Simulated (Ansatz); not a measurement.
The system is SiNi3.

```
Ni Si
1.0
     3.54200    0.00000    0.00000
     0.00000    3.54200    0.00000
     0.00000    0.00000    3.54200
Ni Si
3 1
Direct
  0.50000 0.50000 0.00000
  0.50000 0.00000 0.50000
  0.00000 0.50000 0.50000
  0.00000 0.00000 0.00000
```

- Program: Ansatz 0.2.0
- Task: relaxation of cell and atoms
- Functional: PBE
- Potentials or basis: Ansatz PAW
- Cutoff: 420 eV (not typed: the program's choice for these potentials)
- k mesh: 8 × 8 × 8
- Occupations: fermi-dirac, width 0.05 eV
- Spin: collinear spin, ferromagnetic start
- Starting moments: [1.0, 1.0, 1.0, 0.0] μB

At the start: volume 11.11 Å³/atom.

How do energy, volume and symmetry change on relaxing?

It ends after 5 steps and the volume is 10.78 Å³/atom (-3.0 %); space group Pm-3m (No. 221, to 0.05 Å); moment 0.00 μB per cell.

Step by step:
```tsv
step	energy change (eV)	largest force (eV/Å)	volume (Å³)
1	0.0000	0.0000	44.44
2	-0.0206	0.0000	43.71
3	-0.0261	0.0000	43.07
4	-0.0261	0.0000	43.11
5	-0.0257	0.0000	43.11
```

Final structure:
```
CELL_PARAMETERS angstrom
3.50636 0.00000 0.00000
0.00000 3.50636 0.00000
0.00000 0.00000 3.50636
ATOMIC_POSITIONS crystal
Ni 0.50000 0.50000 0.00000
Ni 0.50000 0.00000 0.50000
Ni 0.00000 0.50000 0.50000
Si 0.00000 0.00000 0.00000
```

Caveat: the plane-wave basis is chosen anew once the cell has moved, so the energies of steps on either side of that aren't comparable; the starting moments weren't kept.
